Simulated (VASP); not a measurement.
Te:

```
CELL_PARAMETERS angstrom
2.30590 1.33131 1.69095
-2.30590 1.33131 1.69095
0.00000 -2.66263 1.69095
ATOMIC_POSITIONS crystal
Te 0.50000 0.50000 0.50000
```

This isn't the form of Te at room conditions, which is trigonal, of chains.

- Program: VASP 6.6.1
- Task: relaxation of cell and atoms
- Functional: optPBE-vdW
- Potentials or basis: VASP PAW PBE potentials, release 64 (Te)
- Cutoff: 600 eV
- k mesh: 9 × 9 × 9
- Occupations: fermi-dirac, width 0.05 eV
- Spin: no spin polarisation

At the start: pressure 4.0 GPa; volume 31.15 Å³/atom.

Question: Where does the relaxation end?

Answer: Over 10 steps the energy falls by 30.2 meV/atom and the volume is 33.66 Å³/atom (+8.1 %); space group R-3m (No. 166, to 0.05 Å).

The path:
| step | energy change (eV) | largest force (eV/Å) | pressure (GPa) | volume (Å³) |
| --- | --- | --- | --- | --- |
| 1 | 0.0000 | 0.0000 | 3.99 | 31.15 |
| 2 | -0.0192 | 0.0000 | -1.71 | 34.78 |
| 3 | -0.0267 | 0.0000 | 0.01 | 33.44 |
| 4 | -0.0272 | 0.0000 | 0.00 | 33.47 |
| 5 | -0.0287 | 0.0000 | -0.02 | 33.55 |
| 6 | -0.0301 | 0.0000 | -0.09 | 33.71 |
| 7 | -0.0301 | 0.0000 | -0.10 | 33.73 |
| 8 | -0.0301 | 0.0000 | -0.10 | 33.74 |
| 9 | -0.0299 | 0.0000 | 0.35 | 33.45 |
| 10 | -0.0302 | 0.0000 | -0.01 | 33.66 |

Final structure:
```
CELL_PARAMETERS angstrom
2.31257 1.33516 1.81676
-2.31257 1.33516 1.81676
0.00000 -2.67032 1.81676
ATOMIC_POSITIONS crystal
Te 0.50000 0.50000 0.50000
```

Caveat: the PAW data sets were made with another functional, which shifts forces and pressure a little.
